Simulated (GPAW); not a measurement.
Write an ASE script for GPAW 26.7.0 that does the following.

```yaml
Task: single point
Functional: PBE
Potentials_or_basis: PAW data sets generated in the run's folder for this functional
Cutoff: 800 eV
Basis: pw
k_mesh: 8 × 8 × 6
Occupations: fermi-dirac, width 0.05 eV
Spin: no spin polarisation
Maxiter: 150
```

The structure of CuO lies in POSCAR:

```
CuO
1.0
    3.1754955000      0.0000000000      0.0000000000
    0.0000000000      3.1754955000      0.0000000000
    0.0000000000      0.0000000000      4.6495318700
Cu O
2 2
Direct
    0.0000000000      0.0000000000      0.0000000000
    0.5000000000      0.5000000000      0.0000000000
    0.5000000000      0.0000000000      0.2670000000
    0.0000000000      0.5000000000      0.7330000000
```

The cell was built by a generator and needn't be a form met in nature.

The input as run:

run.py

```python
from ase.dft.bandgap import bandgap
from ase.io import read, write
from ase.units import GPa
from gpaw import GPAW, PW, setup_paths

setup_paths.insert(0, '.')

atoms = read('POSCAR')

calc = GPAW(mode=PW(800),
            xc='PBE',
            kpts={'size': (8, 8, 6), 'gamma': True},
            occupations={'name': 'fermi-dirac', 'width': 0.05},
            nbands=33,
            convergence={'density': 1e-05, 'energy': 1e-05},
            maxiter=150,
            txt='gpaw.txt')
atoms.calc = calc
energy = atoms.get_potential_energy()
forces = atoms.get_forces()
stress = atoms.get_stress()
calc.write('gs.gpw')
write('result.traj', atoms)
print(f'Energy: {energy:.6f} eV')
print('Forces (eV/A):')
print(forces.round(4))
print('Stress (GPa):', (stress / GPa).round(3))
print('Fermi level:', round(calc.get_fermi_level(), 4), 'eV')
print(f'Gap: {bandgap(calc)[0]:.4f} eV, direct: {bandgap(calc, direct=True)[0]:.4f} eV')
```

Potentials or basis: PAW data sets generated in the run's folder for this functional, pw.

The run is started by

```console
$ gpaw-setup -f PBE Cu O
$ OMP_NUM_THREADS=1 python run.py
```

It gave:

```json
{"Pressure": "18.6 GPa", "Largest force": "0.664 eV/Å", "Band gap on the k mesh": "none (metal or under the smearing width)"}
```

Caveat: with this Cu data set, volumes or pressures lay over 1.5 % or 2 GPa off other programs in two to four cells of ten; the run has no spin polarisation, though such a crystal can be magnetic; semilocal functionals often make such compounds metallic where correlation or magnetic order opens a gap, which also shifts bond lengths.

It took 93 s on 1 thread of Arm Neoverse V2, on a shared host, peak memory 0.28 GiB.
